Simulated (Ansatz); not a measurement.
Runs of Ansatz 0.2.0 on Ni. The structure is cubic, space group Im-3m (No. 229). The conventional cell has a = 2.767 Å, b = 2.767 Å, c = 2.767 Å, α = 90.00°, β = 90.00°, γ = 90.00°. Around Ni (site symmetry m-3m) lie 8 Ni at 2.40 Å. This isn't the form of Ni at room conditions, which is fcc.

| task | level | cell | smearing | points for each segment of the path | gap on the mesh (eV) | pressure (GPa) | moment (μB) | relaxed volume (Å³/atom) |
| --- | --- | --- | --- | --- | --- | --- | --- | --- |
| relaxation of cell and atoms | PBE | relaxed | fermi-dirac 0.05 eV | - | none | 0.0 | 0.60 | (c) |
| band structure | PBE | as given | fermi-dirac 0.05 eV | 14 | none | (a) | 0.59 | - |
| single point | PBE | as given | gaussian 0.011 eV | - | none | 7.7 | 0.59 | - |
| relaxation of cell and atoms | PBEsol+D4 | relaxed | fermi-dirac 0.05 eV | - | none | 0.0 | 0.57 | 10.30 |
| relaxation of cell and atoms | RPBE+D4 | relaxed | fermi-dirac 0.05 eV | - | none | 0.0 | 0.60 | (b) |
| relaxation of cell and atoms | RPBE+D3(BJ) | relaxed | fermi-dirac 0.05 eV | - | none | 0.0 | 0.30 | 9.60 |
| band structure | LDA | as given | fermi-dirac 0.05 eV | 14 | none | -10.3 | 0.55 | - |

Alike in all rows: potentials or basis Ansatz PAW; spin collinear, ferromagnetic start; k mesh 13 × 13 × 13; cutoff (eV) 420.

Fill in the values left out.

(a) 7.8; (b) 10.62; (c) 11.00.

Caveats: the plane-wave basis is chosen anew once the cell has moved, so the energies of steps on either side of that aren't comparable (some runs); the PAW data sets come from PBE, with cores solved anew for the run's functional, which leaves a small shift of forces and pressure (some runs); pairwise dispersion overbinds metals, which lowers pressure and volume (some runs).

A gap of «none» marks a metal or a gap under the smearing width.
